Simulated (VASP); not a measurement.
Level of theory: PBE GGA, VASP's PBE PAW potentials (set 64) (plane waves; VASP).

Input for VASP

**INCAR**
```
SYSTEM  =  InCuS2
PREC  =  Accurate; ENCUT  =  300; LREAL  =  .False.
LASPH  =  .True.
EDIFF  =  1E-6; NELM  =  100; ALGO  =  Normal
LMAXMIX  =  4
ISMEAR  =  -1; SIGMA  =  0.05
GGA  =  PE
ISIF  =  2
LWAVE  =  .False.; LCHARG  =  .False.
```

File KPOINTS:
```
Automatic mesh
0
Gamma
4 4 4
0 0 0
```

POSCAR:
```
InCuS2
1
   -2.8016030000     2.8016030000     5.6465310000
    2.8016030000    -2.8016030000     5.6465310000
    2.8016030000     2.8016030000    -5.6465310000
In Cu S
2 2 4
Direct
  0.5000000000   0.5000000000   0.0000000000
  0.2500000000   0.7500000000   0.5000000000
  0.7500000000   0.2500000000   0.5000000000
  0.0000000000   0.0000000000   0.0000000000
  0.8750000000   0.9038000000   0.5288000000
  0.0962000000   0.6250000000   0.9712000000
  0.3750000000   0.3462000000   0.4712000000
  0.6538000000   0.1250000000   0.0288000000
```

POTCAR, in this order: In_d Cu S (PBE.64 set). Program: vasp_std.

What VASP printed:

File OSZICAR:
```
       N       E                     dE             d eps       ncg     rms          rms(c)
DAV:   1     0.617913272234E+03    0.61791E+03   -0.23274E+04  1118   0.135E+03
DAV:   2     0.563925141114E+02   -0.56152E+03   -0.54814E+03  1127   0.388E+02
DAV:   3    -0.301488228467E+02   -0.86541E+02   -0.85253E+02  1530   0.177E+02
DAV:   4    -0.353004093551E+02   -0.51516E+01   -0.50977E+01  1676   0.462E+01
DAV:   5    -0.354378736306E+02   -0.13746E+00   -0.13722E+00  1748   0.788E+00    0.167E+01
DAV:   6    -0.349931029276E+02    0.44477E+00   -0.40312E+01  1577   0.905E+01    0.115E+01
DAV:   7    -0.327934791034E+02    0.21996E+01   -0.10785E+01  1524   0.757E+01    0.703E+00
DAV:   8    -0.331127335005E+02   -0.31925E+00   -0.43600E+00  1716   0.186E+01    0.409E+00
DAV:   9    -0.329772065620E+02    0.13553E+00   -0.15200E+00  1545   0.190E+01    0.120E+00
DAV:  10    -0.329764094300E+02    0.79713E-03   -0.21872E-01  1564   0.880E+00    0.653E-01
DAV:  11    -0.329725177548E+02    0.38917E-02   -0.47839E-02  1625   0.356E+00    0.229E-01
DAV:  12    -0.329728732891E+02   -0.35553E-03   -0.53175E-03  1668   0.627E-01    0.115E-01
DAV:  13    -0.329729165892E+02   -0.43300E-04   -0.28743E-04  1617   0.107E-01    0.108E-01
DAV:  14    -0.329729283973E+02   -0.11808E-04   -0.33100E-04  1553   0.296E-01    0.248E-02
DAV:  15    -0.329729326321E+02   -0.42348E-05   -0.51749E-05  1292   0.384E-02    0.232E-02
DAV:  16    -0.329729292146E+02    0.34175E-05   -0.74623E-06  1537   0.390E-02    0.162E-02
DAV:  17    -0.329729289179E+02    0.29667E-06   -0.24750E-05  1313   0.807E-02    0.106E-02
DAV:  18    -0.329729285712E+02    0.34668E-06   -0.10181E-05  1249   0.466E-02    0.186E-03
DAV:  19    -0.329729285792E+02   -0.80081E-08   -0.51558E-07   675   0.666E-03
   1 F= -.32972929E+02 E0= -.32970548E+02  d E =-.476206E-02
```

**OUTCAR**
```
------------------------ aborting loop because EDIFF is reached ----------------------------------------
  FORCE on cell =-STRESS in cart. coord.  units (eV):
  Direction    XX          YY          ZZ          XY          YZ          ZX
  --------------------------------------------------------------------------------------
  Total       -1.5831919     -1.5831919     -1.6187009      0.0000000      0.0000000      0.0000000
  in kB      -14.3083399    -14.3083399    -14.6292578      0.0000000      0.0000000      0.0000000
  external PRESSURE =     -14.4153125 kB  Pullay stress =       0.0000000 kB
  volume of cell :      177.28
      direct lattice vectors                 reciprocal lattice vectors
    -2.801603000  2.801603000  5.646531000     0.000000000  0.178469255  0.088549943
     2.801603000 -2.801603000  5.646531000     0.178469255  0.000000000  0.088549943
     2.801603000  2.801603000 -5.646531000     0.178469255  0.178469255  0.000000000
 POSITION                                       TOTAL-FORCE (eV/Angst)
 -----------------------------------------------------------------------------------
      0.00000      0.00000      5.64653        -0.000000      0.000000      0.000000
      2.80160      0.00000      2.82327        -0.000000      0.000000     -0.000000
      0.00000      2.80160      2.82327        -0.000000     -0.000000      0.000000
      0.00000      0.00000      0.00000        -0.000000      0.000000      0.000000
      1.56217      1.40080      7.05816        -0.001644     -0.000000      0.000000
      4.20240      1.23943     -1.41163        -0.000000      0.001644      0.000000
      1.23943      1.40080      1.41163         0.001644      0.000000      0.000000
     -1.40080      1.56217      4.23490        -0.000000     -0.001644      0.000000
 -----------------------------------------------------------------------------------
    total drift:                               -0.000068     -0.000068     -0.000056
  FREE ENERGIE OF THE ION-ELECTRON SYSTEM (eV)
  ---------------------------------------------------
  free  energy   TOTEN  =       -32.9729285792 eV

  energy  without entropy=      -32.9681665161  energy(sigma->0) =      -32.97054755
```
(Selected blocks of OUTCAR.)

At this cut-off the stress carries a Pulay error, which pulls relaxed volumes low.

The structure comes from a computed database's InCuS2 entry; how it stands against other phases isn't given here. The cell was not relaxed at this level. The k-mesh is coarse (spacing up to 0.40 per Å, 2π included), so the numbers may not be converged in it.
